Q: I have the band gap of corundum, Al₂O₃, at seven levels of theory, and the LDA entry still shows a question mark. Can the other six rows tell me what belongs there?

VASP 6.6.1, plane-wave DFT with PAW potentials, for corundum, Al₂O₃ (space group R-3c), in the same 10-atom cell with the same atomic positions in every row. All runs use a 4 × 4 × 4 k mesh and Fermi-Dirac occupations with a smearing width of 0.05 eV, without spin polarisation or spin-orbit coupling.

```tsv
functional	potentials	wave cutoff	gap on mesh (eV)	direct gap on mesh (eV)
LDA	VASP-PAW-LDA-potentials,-recommended	520 eV	?	?
PBE	VASP-PAW-PBE-potentials,-recommended	520 eV	6.225	6.225
PBEsol	VASP-PAW-PBE-potentials,-recommended	520 eV	6.132	6.132
r2SCAN	VASP-PAW-PBE-potentials,-recommended	520 eV	7.141	7.141
HSE06	VASP-PAW-PBE-potentials,-recommended	450 eV	8.094	8.094
SCAN	VASP-PAW-PBE-potentials,-recommended	520 eV	7.088	7.088
TB-mBJ	VASP-PAW-PBE-potentials,-recommended	520 eV	7.949	7.949
```

A: They can narrow it down, because the atoms sit in the same places in every row. What changes down the column is mainly the functional, the rule that turns the electron density or the orbitals into exchange and correlation. The HSE06 run also has a lower cutoff and a coarser grid for its exact exchange. The "gap on mesh" is the lowest empty level at any sampled wave vector less the highest filled level at any sampled wave vector. The "direct gap on mesh" is the smallest such difference with both levels at the same wave vector. Before you estimate anything, tell me how the known gaps are spread.

Q: They come in groups. PBE and PBEsol lie near 6.2 eV, SCAN and r2SCAN near 7.1, and TB-mBJ and HSE06 near 8. Is that simply better theory giving a larger gap?

A: "Better" explains little. Ask instead whether a filled and an empty level feel the same forces, and start from the two extremes.

At one extreme, every electron moves in one common potential, computed from the density and perhaps its gradient. LDA, PBE and PBEsol are of this kind. The true gap is the energy needed to remove an electron less the energy gained by adding one. In exact Kohn-Sham theory the potential jumps by a constant when an electron is added to the filled bands, and that jump, the derivative discontinuity, belongs to the gap but not to the level difference. The simple functionals have no such jump to add, so their gaps come out too small.

At the other extreme stands Hartree-Fock theory, with full exact exchange. A filled orbital is then freed from repelling itself, while an empty orbital feels the repulsion of all the electrons without that relief. The filled and empty levels are pushed apart, and in a solid they are pushed too far, because the other electrons do not screen the interaction.

Q: So HSE06 sits between the extremes because it uses only some exact exchange?

A: Yes. It mixes in a quarter of it, and only at short range, which imitates screening. Compared with PBE this raises the gap by 1.87 eV, or 30 percent. SCAN and r2SCAN use no exact exchange, but they do use the kinetic energy density, which is built from the orbitals. Their levels therefore do not all come from one plain potential, and they gain nearly half of what HSE06 gains. The table shows the size of these steps; the reason for them is the argument from theory that I have just given.

Q: TB-mBJ spoils the scheme. You told me that a common potential gives a small gap, and TB-mBJ is a common potential.

A: It is one, and it is the exception. Its formula was adjusted so that the level differences themselves resemble measured gaps, and it has no energy functional behind it. Its closeness to HSE06 is therefore not an independent confirmation of either. HSE06 lies higher by 0.145 eV, but the two methods are built so differently that I would read no single cause into that.

Q: Then LDA must belong with PBE and PBEsol, well below SCAN. Can we say more than that?

A: We can try, by going to the limit in which the gradient correction is switched off. PBE and PBEsol share one formula for exchange. For gently varying densities the strength of its gradient term is set by a single coefficient, about 0.22 in PBE and 10/81, or about 0.12, in PBEsol. LDA has no gradient term, so its coefficient is zero. If the gap follows a straight line in this coefficient, the two known rows fix the line and LDA lies at its end.

Q: Let me work it out. From PBE to PBEsol the coefficient drops by about 0.097 and the gap by 0.093 eV. From PBEsol to LDA the coefficient drops by a further 0.123, which is 1.28 times as far. The gap should then fall by another 0.12 eV, from 6.13 to 6.01 eV.

A: That is the forecast, and LDA had no part in fixing the line. Now give it an error bar.

Q: Two points always lie on a line, so there is no scatter to take it from.

A: Right, so the bar has to be a judgement. I would take twice the step between PBE and PBEsol, about 0.19 eV, which gives a range from 5.83 to 6.20 eV. One reason for such a wide bar is that the gradient term in correlation also changes between these functionals, and our line ignores it. Another is that LDA was run with its own set of atomic potentials, while all the other rows use the PBE set.

Q: And if the gradient strength hardly matters for the gap?

A: Then the mean of PBE and PBEsol, 6.18 eV, would be the natural guess. It lies inside the range, close to the upper end. I still prefer the line, because it uses a known difference between the two functionals, though not the only one.

Q: Does LDA then have the smallest gap in the table?

A: Probably, though the range reaches above PBEsol, so I would not insist on it. I also expect the direct gap to equal the gap on the mesh, as in all six known rows. The individual levels of the SCAN run support this guess. Both band edges lie at the zone centre, and the lowest empty level there is almost 1 eV below that at any other mesh point. A change of functional is unlikely to overturn that. The highest filled level leads by much less, so for that edge I rely on the agreement of the six rows.

Q: Is the crystal then a direct-gap material?

A: On this mesh it is. The top of the filled bands is much flatter than the bottom of the empty ones: in the SCAN run the next mesh point lies only 0.12 eV lower. A slightly higher maximum could hide between the mesh points, and the calculated gap would then be indirect and a little smaller. Now look at the missing row.

The withheld rows as computed:

```tsv
functional	potentials	wave cutoff	gap on mesh (eV)	direct gap on mesh (eV)
LDA	VASP-PAW-LDA-potentials,-recommended	520 eV	6.176	6.176
```

Q: The gap is 6.176 eV. That is inside our range, and the direct gap is the same. So the forecast worked?

A: Only in its coarse part. LDA does belong with PBE and PBEsol, far below SCAN. But the line came out 0.16 eV too low, and that miss is larger than the whole step between PBE and PBEsol from which we started. The expected order failed as well: PBEsol has the smallest gap, and LDA lies about halfway between it and PBE.

Q: The plain mean was almost exact.

A: It was, to within 0.003 eV, but don't make a law of that. It tells us that LDA lies between the other two, and no theory requires it to sit at the midpoint. What the miss does speak against, as far as runs with different atomic potentials can be compared, is our assumption that the gradient term in exchange alone sets the gap. From PBE to PBEsol it falls, and from PBEsol to LDA it rises again.

Q: What did the line leave out?

A: The gradient term in correlation is my first suspect. It acts against the one in exchange, so take both in the limit of an almost uniform density. In PBE the two were chosen to cancel there, each with a strength of about 0.22, and PBE then behaves like LDA. PBEsol weakens both, but exchange more: about 0.12 remains in exchange against about 0.15 in correlation, measured on the same scale.

Q: So the net strength is zero in LDA, zero in PBE and about −0.03 in PBEsol. On that scale PBEsol is the odd one out, and LDA is not at the end of any line.

A: On that scale, yes. If a negative net strength lowers the gap, PBEsol should have the smallest of the three, as it does. That sign is an assumption, read off the step from PBE to PBEsol, and it need not carry over to a free atom or molecule with a diffuse empty level. But this explains half of the pattern at best. It would put LDA level with PBE, while the computed gap is 0.05 eV lower, about halfway to PBEsol. The density in an oxide is far from uniform. Where it varies strongly, the gradient term in correlation levels off sooner than the one in exchange, so the two no longer cancel, which could lift PBE above LDA. The same effect is expected to lift PBEsol as well, though less, so it also weakens the argument for PBEsol lying below LDA.

Q: You say "could". How would one find out?

A: This is an explanation made after seeing the answer, and the table has no row that tests it. The separate atomic potentials of the LDA run may also account for some or even all of a difference this small. One would repeat LDA with the PBE potentials, and then switch on the gradient terms of exchange and correlation one at a time. Until then, the order of these three gaps is a result, and its cause is a reasonable suspicion.

Q: Would the order at least survive if each functional were allowed to choose its own volume?

A: Probably not. In this fixed cell the PBE crystal is under a pressure of 7.3 GPa and the PBEsol crystal under only 1.9 GPa, so PBE would expand more. The LDA crystal is under a tension of 4.4 GPa and would shrink instead. Expansion is expected to lower the gap of alumina and contraction to raise it, so PBE could lose its small lead over PBEsol, and LDA may well end up with the largest gap of the three. Differences of 0.05 to 0.1 eV among these functionals therefore belong to this cell. The steps of nearly 1 eV or more up to the other levels are much larger than that.

Q: Which of these differences should concern someone who needs the gap of corundum?

A: The large ones. The measured gap of the crystal is roughly 8.8 eV, a recalled optical value; the gap for a separate electron and hole is expected to be somewhat larger. Against the 8.8 eV, LDA, PBE and PBEsol fall short by 2.6 to 2.7 eV, SCAN and r2SCAN by about 1.7, and HSE06 by about 0.7. Choosing between LDA and PBE barely changes that picture.
